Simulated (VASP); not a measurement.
# LiF (Griceite) (Fm-3m) in VASP: notebook

One crystal, LiF (Griceite), is run at these levels: r2SCAN; tasks: relaxation of cell and atoms, relaxation of the atoms.

All numbers are computed with VASP 6.6.1; they aren't measurements. Logs are shortened: lines on timing, memory, paths and dates and some standing lists are left out, and cuts for length are marked.

## 1. Starting point

It takes space group Fm-3m (No. 225, cubic). Conventional cell: a = 4.028 Å, b = 4.028 Å, c = 4.028 Å, α = 90.00°, β = 90.00°, γ = 90.00°. Li (site symmetry m-3m) is surrounded by 6 F at 2.01 Å. F (site symmetry m-3m) has 6 Li at 2.01 Å as nearest neighbours.

## 2. Relaxation of cell and atoms, r2SCAN

Contents of INCAR:

```
SYSTEM = LiF
  PREC = Accurate
  ENCUT = 600
  EDIFF = 1E-6
  ISMEAR = 0
  SIGMA = 0.03
  LREAL = .False.
  LASPH = .True.
  NELM = 80
  ALGO = Normal
  ISIF = 3
  LWAVE = .False.
  LCHARG = .False.
  METAGGA = R2SCAN
  LMIXTAU = .True.
  IBRION = 2
  NSW = 90
  EDIFFG = -0.01
```

Contents of KPOINTS:

```
Automatic mesh
0
Gamma
  12 12 12
  0 0 0
```

Contents of POSCAR:

```
LiF
1.0
    0.0000000000      2.0140000000      2.0140000000
    2.0140000000      0.0000000000      2.0140000000
    2.0140000000      2.0140000000      0.0000000000
Li F
1 1
Direct
    0.0000000000      0.0000000000      0.0000000000
    0.5000000000      0.5000000000      0.5000000000
```

Potentials or basis: VASP PAW PBE potentials, release 64 (Li_sv, F).

Started as:

```sh
> cat potpaw_PBE.64/Li_sv/POTCAR potpaw_PBE.64/F/POTCAR > POTCAR
> mpirun -np 1 vasp_std > vasp.out
```

OUTCAR:

```text
SYSTEM = LiF
   PREC = Accurate
   ENCUT = 600
   EDIFF = 1E-6
   ISMEAR = 0
   LREAL = .False.
   LASPH = .True.
   NELM = 80
   ISIF = 3
   METAGGA = R2SCAN
   IBRION = 2
   NSW = 90
   EDIFFG = -0.01

 ion  position               nearest neighbor table
   1  0.000  0.000  0.000-   2 2.01   2 2.01   2 2.01   2 2.01   2 2.01   2 2.01
   2  0.500  0.500  0.500-   1 2.01   1 2.01   1 2.01   1 2.01   1 2.01   1 2.01

  LATTYP: Found a face centered cubic cell.
 ALAT       =     4.0280000000

  Lattice vectors:

 A1 = (   0.0000000000,   2.0140000000,   2.0140000000)
 A2 = (   2.0140000000,   0.0000000000,   2.0140000000)
 A3 = (   2.0140000000,   2.0140000000,   0.0000000000)

Analysis of symmetry for initial positions (statically):
=====================================================================
 Subroutine PRICEL returns:
 Original cell was already a primitive cell.

 Routine SETGRP: Setting up the symmetry group for a
 face centered cubic supercell.

 Subroutine GETGRP returns: Found 48 space group operations
 (whereof 48 operations were pure point group operations)
 out of a pool of 48 trial point group operations.

The static configuration has the point symmetry O_h .

Analysis of symmetry for dynamics (positions and initial velocities):
=====================================================================
 Subroutine PRICEL returns:
 Original cell was already a primitive cell.

 Routine SETGRP: Setting up the symmetry group for a
 face centered cubic supercell.

 Subroutine GETGRP returns: Found 48 space group operations
 (whereof 48 operations were pure point group operations)
 out of a pool of 48 trial point group operations.

The dynamic configuration has the point symmetry O_h .

 Subroutine INISYM returns: Found 48 space group operations
 (whereof 48 operations are pure point group operations),
 and found     1 'primitive' translations

----------------------------------------------------------------------------------------

                                     Primitive cell

  volume of cell :      16.3384

  direct lattice vectors                    reciprocal lattice vectors
     0.000000000  2.014000000  2.014000000    -0.248262165  0.248262165  0.248262165
     2.014000000  0.000000000  2.014000000     0.248262165 -0.248262165  0.248262165
     2.014000000  2.014000000  0.000000000     0.248262165  0.248262165 -0.248262165

  length of vectors
     2.848226115  2.848226115  2.848226115     0.430002683  0.430002683  0.430002683

  position of ions in fractional coordinates (direct lattice)
     0.000000000  0.000000000  0.000000000
     0.500000000  0.500000000  0.500000000

  ion indices of the primitive-cell ions
   primitive index   ion index
                 1           1
                 2           2

----------------------------------------------------------------------------------------

 KPOINTS: Automatic mesh

Automatic generation of k-mesh.
 Grid dimensions read from file:
 generate k-points for:   12   12   12

 Generating k-lattice:

  Cartesian coordinates                     Fractional coordinates (reciprocal lattice)
    -0.020688514  0.020688514  0.020688514     0.083333333  0.000000000  0.000000000
     0.020688514 -0.020688514  0.020688514     0.000000000  0.083333333  0.000000000
     0.020688514  0.020688514 -0.020688514     0.000000000  0.000000000  0.083333333

  Length of vectors
     0.035833557  0.035833557  0.035833557

  Shift w.r.t. Gamma in fractional coordinates (k-lattice)
     0.000000000  0.000000000  0.000000000

 Subroutine IBZKPT returns following result:
 ===========================================

 Found     72 irreducible k-points:

 Following reciprocal coordinates:
            Coordinates               Weight
  0.000000  0.000000  0.000000      1.000000
  0.083333  0.000000  0.000000      8.000000
  0.166667  0.000000  0.000000      8.000000
  0.250000  0.000000  0.000000      8.000000
  0.333333  0.000000  0.000000      8.000000
  0.416667  0.000000  0.000000      8.000000
[... 16 lines left out ...]
  0.500000  0.166667  0.000000     24.000000
 -0.416667  0.166667  0.000000     24.000000
 [... further k-points ...]
   k-points           NKPTS =     72   k-points in BZ     NKDIM =     72   number of bands    NBANDS=      9
   number of dos      NEDOS =    301   number of ions     NIONS =      2
   total plane-waves  NPLWV =  13824
   dimension x,y,z NGX =    24 NGY =   24 NGZ =   24
   dimension x,y,z NGXF=    48 NGYF=   48 NGZF=   48
   ions per type =               1   1
   NGX,Y,Z   is equivalent  to a cutoff of  14.01, 14.01, 14.01 a.u.
   NGXF,Y,Z  is equivalent  to a cutoff of  28.02, 28.02, 28.02 a.u.
 SYSTEM =  LiF
   PREC   = accura    normal or accurate (medium, high low for compatibility)
   ISTART =      0    job   : 0-new  1-cont  2-samecut
   ICHARG =      2    charge: 1-file 2-atom 10-const
   ISPIN  =      1    spin polarized calculation?
[... 53 lines left out ...]
  ext. energy  EPLUGINS =         0.00000000
  ---------------------------------------------------
  free energy    TOTEN  =       -11.90373480 eV

  energy without entropy =      -11.90373480  energy(sigma->0) =      -11.90373480

------------------------ aborting loop because EDIFF is reached ----------------------------------------

  FORCE on cell =-STRESS in cart. coord.  units (eV):
  Direction    XX          YY          ZZ          XY          YZ          ZX
  --------------------------------------------------------------------------------------
  -------------------------------------------------------------------------------------
  Total       -0.3301238     -0.3301238     -0.3301238      0.0000000      0.0000000      0.0000000
  in kB      -32.3727041    -32.3727041    -32.3727041      0.0000000      0.0000000      0.0000000
  external PRESSURE =     -32.3727041 kB  Pullay stress =       0.0000000 kB

 VOLUME and BASIS-vectors are now :
 -----------------------------------------------------------------------------
  energy-cutoff  :      600.00
  volume of cell :       16.34
      direct lattice vectors                 reciprocal lattice vectors
     0.000000000  2.014000000  2.014000000    -0.248262165  0.248262165  0.248262165
     2.014000000  0.000000000  2.014000000     0.248262165 -0.248262165  0.248262165
     2.014000000  2.014000000  0.000000000     0.248262165  0.248262165 -0.248262165
[... 73 lines left out ...]
 POSITION                                       TOTAL-FORCE (eV/Angst)
 -----------------------------------------------------------------------------------
      0.00000      0.00000      0.00000         0.000000      0.000000      0.000000
      1.98974      1.98974      1.98974        -0.000000     -0.000000     -0.000000
 -----------------------------------------------------------------------------------
    total drift:                               -0.000000     -0.000000      0.000000

  FREE ENERGIE OF THE ION-ELECTRON SYSTEM (eV)
  ---------------------------------------------------
  free  energy   TOTEN  =       -11.9109438251 eV

  energy  without entropy=      -11.9109438251  energy(sigma->0) =      -11.91094383

--------------------------------------- Ionic step        4  -------------------------------------------

 number of electron       9.9999999 magnetization

 Free energy of the ion-electron system (eV)
  ---------------------------------------------------
  ext. energy  EPLUGINS =         0.00000000
  ---------------------------------------------------
  free energy    TOTEN  =       -11.91105453 eV

  energy without entropy =      -11.91105453  energy(sigma->0) =      -11.91105453

 E-fermi :  -1.1565     XC(G=0): -10.7630

 val. band max:       -1.3942033109   @ k =   0.0000   0.0000   0.0000
 cond. band min:       9.2797294349   @ k =   0.0000   0.0000   0.0000
 fundamental gap:     10.6739327459
 Fermi energy:        -1.1565092879

 k-point     1 :       0.0000    0.0000    0.0000
  band No.  band energies     occupation
      1     -43.3710      2.00000
      2     -22.6034      2.00000
      3      -1.3942      2.00000
      4      -1.3942      2.00000
      5      -1.3942      2.00000
      6       9.2797      0.00000
      7      24.5070      0.00000
      8      24.5070      0.00000
      9      24.5070      0.00000

 k-point     2 :       0.0833    0.0000    0.0000
  band No.  band energies     occupation
      1     -43.3663      2.00000
      2     -22.5757      2.00000
      3      -1.6005      2.00000
      4      -1.4123      2.00000
      5      -1.4123      2.00000
      6       9.4792      0.00000
      7      22.1686      0.00000
      8      23.7122      0.00000
      9      23.7126      0.00000
[... 253 lines left out ...]
 k-point    24 :      -0.4167    0.1667    0.0000
  band No.  band energies     occupation
      1     -43.2976      2.00000
      2     -22.0851      2.00000
      3      -3.8711      2.00000
      4      -2.3793      2.00000
      5      -1.7805      2.00000
      6      11.8232      0.00000
      7      16.3101      0.00000
      8      19.6918      0.00000
      9      19.8431      0.00000

 [... further k-points ...]
[... 5 lines left out ...]
  --------------------------------------------------------------------------------------
  -------------------------------------------------------------------------------------
  Total       -0.0002328     -0.0002328     -0.0002328      0.0000000      0.0000000     -0.0000000
  in kB       -0.0237869     -0.0237869     -0.0237869      0.0000000      0.0000000     -0.0000000
  external PRESSURE =      -0.0237869 kB  Pullay stress =       0.0000000 kB

 VOLUME and BASIS-vectors are now :
 -----------------------------------------------------------------------------
  energy-cutoff  :      600.00
  volume of cell :       15.68
      direct lattice vectors                 reciprocal lattice vectors
     0.000000000  1.986720112  1.986720112    -0.251671082  0.251671082  0.251671082
     1.986720112  0.000000000  1.986720112     0.251671082 -0.251671082  0.251671082
     1.986720112  1.986720112  0.000000000     0.251671082  0.251671082 -0.251671082

 POSITION                                       TOTAL-FORCE (eV/Angst)
 -----------------------------------------------------------------------------------
      1.98672      1.98672      3.97344         0.000000      0.000000     -0.000000
      1.98672      1.98672      1.98672        -0.000000     -0.000000      0.000000
 -----------------------------------------------------------------------------------
    total drift:                               -0.000000     -0.000000      0.000000

  FREE ENERGIE OF THE ION-ELECTRON SYSTEM (eV)
  ---------------------------------------------------
  free  energy   TOTEN  =       -11.9110545339 eV

  energy  without entropy=      -11.9110545339  energy(sigma->0) =      -11.91105453

 reached required accuracy - stopping structural energy minimisation
```

Wall time 2.9 min (1 thread of AMD EPYC 7R13 (Zen 3), shared host); peak memory 0.11 GiB.

What came out:

```yaml
Free_energy: -11.9111 eV
Relaxed_volume: 7.84 Å³/atom
Relaxed_cell: a = 2.810 Å, b = 2.810 Å, c = 2.810 Å, α = 60.00°, β = 60.00°, γ = 60.00°
Space_group_after_relaxing_to_0.05_Å: Fm-3m (No. 225)
Energy_gained_by_relaxing: 3.7 meV/atom
Ionic_steps: 4
Pressure_after_relaxing: 0.0 GPa
Band_gap_on_the_k_mesh: 10.67 eV, direct
```

The path:
| step | energy change (eV) | largest force (eV/Å) | pressure (GPa) | volume (Å³) |
| --- | --- | --- | --- | --- |
| 1 | 0.0000 | 0.0000 | -3.24 | 16.34 |
| 2 | -0.0060 | 0.0000 | -1.49 | 15.95 |
| 3 | -0.0072 | 0.0000 | -0.40 | 15.76 |
| 4 | -0.0073 | 0.0000 | 0.00 | 15.68 |

Final structure:
```
Li F
1.0
     0.00000    1.98672    1.98672
     1.98672    0.00000    1.98672
     1.98672    1.98672    0.00000
Li F
1 1
Direct
  0.00000 0.00000 0.00000
  0.50000 0.50000 0.50000
```

Caveat: the cutoff is under 1.25 times the usual one of these potentials, so pressure, stress and relaxed cells hold a basis-set (Pulay) error; the PAW data sets were made with another functional, which shifts forces and pressure a little.

## 3. Relaxation of cell and atoms, r2SCAN

This run uses another cell than the first one, of 7.84 Å³/atom, 0.960 times its volume.

INCAR, as its differences from that of step 2:

```diff
@@ -3,3 +3,3 @@
   ENCUT = 600
-  EDIFF = 1E-6
+  EDIFF = 1E-7
   ISMEAR = 0
@@ -17,2 +17,2 @@
   NSW = 90
-  EDIFFG = -0.01
+  EDIFFG = -0.005
```

KPOINTS is that of step 2.

Contents of POSCAR:

```
LiF                                     
1.0
    0.0000000000      1.9867201117      1.9867201117
    1.9867201117      0.0000000000      1.9867201117
    1.9867201117      1.9867201117      0.0000000000
  Li              F             
     1     1
Direct
     1.0000000000000000    1.0000000000000000    0.0000000000000000
     0.5000000000000000    0.5000000000000000    0.5000000000000000
```

Potentials or basis: VASP PAW PBE potentials, release 64 (Li_sv, F).

Started as:

```sh
> cat potpaw_PBE.64/Li_sv/POTCAR potpaw_PBE.64/F/POTCAR > POTCAR
> mpirun -np 1 vasp_std > vasp.out
```

It took 72 s on 1 thread of AMD EPYC 7R13 (Zen 3), shared host; peak memory 0.11 GiB.

The run converged. Its results:

```yaml
Free_energy: -11.9075 eV
Pressure_after_relaxing: 0.1 GPa
Band_gap_on_the_k_mesh: 10.67 eV, direct
```

Final structure:
```xyz
2
Lattice="0.0000 1.9867 1.9867 1.9867 0.0000 1.9867 1.9867 1.9867 0.0000" Properties=species:S:1:pos:R:3 pbc="T T T"
Li    0.0000    0.0000    0.0000
F     1.9867    1.9867    1.9867
```

Levels at points of the mesh, in eV from the valence-band top:
```
           k point  band 1  band 2  band 3  band 4  band 5  band 6  band 7  band 8  band 9
(0.00, 0.00, 0.00)  -41.98  -21.21    0.00    0.00    0.00   10.67   25.90   25.90   25.90
(0.50, 0.00, 0.00)  -41.91  -20.77   -2.61   -0.26   -0.26   12.07   18.66   20.78   20.78
(0.50, 0.50, 0.00)  -41.89  -20.48   -3.18   -1.07   -1.07   16.47   17.65   19.65   22.44
```

Caveat: the cutoff is under 1.25 times the usual one of these potentials, so pressure, stress and relaxed cells hold a basis-set (Pulay) error; the relaxation stopped at its first step, so nothing moved; the PAW data sets were made with another functional, which shifts forces and pressure a little.

## 4. Relaxation of the atoms, r2SCAN (a relaxed cell with its volume scaled by 0.94)

INCAR, as its differences from that of step 3:

```diff
@@ -10,3 +10,3 @@
   ALGO = Normal
-  ISIF = 3
+  ISIF = 2
   LWAVE = .False.
@@ -16,3 +16,3 @@
   IBRION = 2
-  NSW = 90
-  EDIFFG = -0.005
+  NSW = 40
+  EDIFFG = -0.01
```

KPOINTS is that of step 3.

Contents of POSCAR:

```
LiF                                     
1.0
    0.0000000000      1.9461634233      1.9461634233
    1.9461634233      0.0000000000      1.9461634233
    1.9461634233      1.9461634233      0.0000000000
  Li              F             
     1     1
Direct
     0.0000000000000000    0.0000000000000000    0.0000000000000000
     0.5000000000000000    0.5000000000000000    0.5000000000000000
```

Started as:

```sh
> cat potpaw_PBE.64/Li_sv/POTCAR potpaw_PBE.64/F/POTCAR > POTCAR
> mpirun -np 1 vasp_std > vasp.out
```

Run time: 70 s. Hardware: 1 thread of AMD EPYC 7R13 (Zen 3), shared host; peak memory 0.11 GiB.

It converged, with:

| Property | Result |
| --- | --- |
| Free energy | -11.8855 eV |
| Pressure after relaxing | 5.9 GPa |
| Band gap on the k mesh | 11.32 eV, direct |

Final structure:
```xyz
2
Lattice="0.0000 1.9462 1.9462 1.9462 0.0000 1.9462 1.9462 1.9462 0.0000" Properties=species:S:1:pos:R:3 pbc="T T T"
Li    0.0000    0.0000    0.0000
F     1.9462    1.9462    1.9462
```

Levels at points of the mesh, in eV from the valence-band top:
```
           k point  band 2  band 3  band 4  band 5  band 6  band 7  band 8  band 9
(0.00, 0.00, 0.00)  -21.39    0.00    0.00    0.00   11.32   26.53   26.53   26.53
(0.50, 0.00, 0.00)  -20.91   -2.81   -0.28   -0.28   12.43   19.47   21.31   21.31
(0.50, 0.50, 0.00)  -20.56   -3.47   -1.17   -1.17   17.13   17.96   20.50   23.26
```

Caveat: the cutoff is under 1.25 times the usual one of these potentials, so pressure, stress and relaxed cells hold a basis-set (Pulay) error; the relaxation stopped at its first step, so nothing moved; the PAW data sets were made with another functional, which shifts forces and pressure a little.

## 5. Relaxation of the atoms, r2SCAN (a relaxed cell with its volume scaled by 0.96)

INCAR is that of step 4.

KPOINTS is that of step 4.

Contents of POSCAR:

```
LiF                                     
1.0
    0.0000000000      1.9598692511      1.9598692511
    1.9598692511      0.0000000000      1.9598692511
    1.9598692511      1.9598692511      0.0000000000
  Li              F             
     1     1
Direct
     0.0000000000000000    0.0000000000000000    0.0000000000000000
     0.5000000000000000    0.5000000000000000    0.5000000000000000
```

Started as:

```sh
> cat potpaw_PBE.64/Li_sv/POTCAR potpaw_PBE.64/F/POTCAR > POTCAR
> mpirun -np 1 vasp_std > vasp.out
```

Wall time 66 s (1 thread of AMD EPYC 7R13 (Zen 3), shared host); peak memory 0.11 GiB.

Results (log left out):

```yaml
Free_energy: -11.8968 eV
Pressure_after_relaxing: 3.7 GPa
Band_gap_on_the_k_mesh: 11.10 eV, direct
```

Final structure:
```cif
data_structure
_symmetry_space_group_name_H-M 'P 1'
_symmetry_Int_Tables_number 1
_cell_length_a 2.7717
_cell_length_b 2.7717
_cell_length_c 2.7717
_cell_angle_alpha 60.000
_cell_angle_beta 60.000
_cell_angle_gamma 60.000
_cell_volume 15.06
loop_
_atom_site_label
_atom_site_type_symbol
_atom_site_fract_x
_atom_site_fract_y
_atom_site_fract_z
_atom_site_occupancy
Li1 Li 0.00000 0.00000 0.00000 1
F1 F 0.50000 0.50000 0.50000 1
```

Levels at points of the mesh, in eV from the valence-band top:
```tsv
k point	band 2	band 3	band 4	band 5	band 6	band 7	band 8	band 9
(0.00, 0.00, 0.00)	-21.33	0.00	0.00	0.00	11.10	26.32	26.32	26.32
(0.50, 0.00, 0.00)	-20.86	-2.74	-0.27	-0.27	12.31	19.19	21.13	21.13
(0.50, 0.50, 0.00)	-20.53	-3.37	-1.14	-1.14	16.90	17.86	20.21	22.98
```

Caveat: the cutoff is under 1.25 times the usual one of these potentials, so pressure, stress and relaxed cells hold a basis-set (Pulay) error; the relaxation stopped at its first step, so nothing moved; the PAW data sets were made with another functional, which shifts forces and pressure a little. A k mesh can miss the band edges.

## 6. Summary

```tsv
task	cell	gap on the mesh (eV)	pressure (GPa)
relaxation of cell and atoms	relaxed	10.67	0.1
relaxation of the atoms	atoms relaxed from: a relaxed cell with its volume scaled by 0.94	11.32	5.9
relaxation of the atoms	atoms relaxed from: a relaxed cell with its volume scaled by 0.96	11.10	3.7
```

Alike in all rows: level r2SCAN; potentials or basis VASP PAW PBE potentials, release 64 (Li_sv, F); no spin polarisation; k mesh 12 × 12 × 12; cutoff (eV) 600; smearing gaussian 0.03 eV.

Caveats: the cutoff is under 1.25 times the usual one of these potentials, so pressure, stress and relaxed cells hold a basis-set (Pulay) error; the relaxation stopped at its first step, so nothing moved; the PAW data sets were made with another functional, which shifts forces and pressure a little.

Absolute energies hang on the potentials; compare differences alone.
